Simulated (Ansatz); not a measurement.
HfN in Ansatz: the effect of functional

HfN:

```
CELL_PARAMETERS angstrom
0.00000 2.50297 2.50297
2.50297 0.00000 2.50297
2.50297 2.50297 0.00000
ATOMIC_POSITIONS crystal
Hf 0.00000 0.00000 0.00000
N 0.25000 0.25000 0.25000
```

The cell comes from a database or a generator and needn't be the stable form of this composition.

The cell isn't the ideal one: volume scaled by 1.06.

Alike in all runs:

| Property | Result |
| --- | --- |
| Program | Ansatz 0.2.0 |
| Task | single point |
| Potentials or basis | Ansatz PAW |
| k mesh | 9 × 9 × 9 |
| Occupations | fermi-dirac, width 0.05 eV |
| Spin | no spin polarisation |

Problem. One run gave: pressure -14.4 GPa. Which functional did it use?
A. LDA
B. PBEsol
C. r2SCAN

Solution. B.

```tsv
functional	cutoff	pressure (GPa)
LDA	420 eV (not typed: the program's choice for these potentials)	-18.5
PBEsol	420 eV (not typed: the program's choice for these potentials)	-14.4
r2SCAN	500 eV (not typed: the program's choice for these potentials)	-12.2
```

Caveats: the PAW data sets come from PBE, with cores solved anew for the run's functional, which leaves a small shift of forces and pressure.
